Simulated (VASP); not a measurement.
The system is InSe.

```
CELL_PARAMETERS angstrom
2.00000 1.15470 8.44000
-2.00000 1.15470 8.44000
0.00000 -2.30940 8.44000
ATOMIC_POSITIONS crystal
In 0.88860 0.88860 0.88860
In 0.00000 0.00000 0.00000
Se 0.17190 0.17190 0.17190
Se 0.38350 0.38350 0.38350
```

| Item | Value |
| --- | --- |
| Program | VASP 6.6.1 |
| Task | relaxation of cell and atoms |
| Functional | LDA |
| Potentials or basis | VASP PAW LDA potentials, release 64 (In_d, Se) |
| Cutoff | 600 eV |
| k mesh | 8 × 8 × 8 |
| Occupations | gaussian, width 0.02 eV |
| Spin | no spin polarisation |

At the start: pressure -1.4 GPa; volume 29.24 Å³/atom.

**Question.** Where does the relaxation end?

**Answer.** Over 20 steps the energy falls by 7.1 meV/atom and the volume is 27.85 Å³/atom (-4.8 %); space group R3m (No. 160, to 0.05 Å).

Step by step:
```
step  energy change (eV)  largest force (eV/Å)  pressure (GPa)  volume (Å³)
   1              0.0000                0.2530           -1.35       116.95
   2             -0.0207                0.1840            0.45       112.81
   3             -0.0212                0.1545            0.19       113.34
   4             -0.0233                0.0841           -0.08       113.42
   5             -0.0234                0.0691           -0.04       113.40
   6             -0.0240                0.0545           -0.06       113.30
   7             -0.0251                0.0420           -0.13       112.99
   8             -0.0244                0.0816           -0.26       112.37
   9             -0.0253                0.0438           -0.16       112.80
  10             -0.0257                0.0361           -0.09       112.55
  11             -0.0264                0.0232            0.13       111.87
  12             -0.0264                0.0314            0.22       111.61
  13             -0.0269                0.0234            0.20       111.54
  14             -0.0278                0.0482            0.14       111.33
  15             -0.0274                0.1200            0.04       110.89
  16             -0.0281                0.0747            0.11       111.17
  17             -0.0284                0.0398            0.03       111.33
  18             -0.0285                0.0176           -0.04       111.46
  19             -0.0285                0.0176           -0.04       111.45
  20             -0.0285                0.0050            0.01       111.38
```

Final structure:
```
CELL_PARAMETERS angstrom
1.98748 1.14747 8.13989
-1.98748 1.14747 8.13989
0.00000 -2.29494 8.13989
ATOMIC_POSITIONS crystal
In 0.88809 0.88809 0.88809
In 0.00053 0.00053 0.00053
Se 0.16944 0.16944 0.16944
Se 0.38594 0.38594 0.38594
```
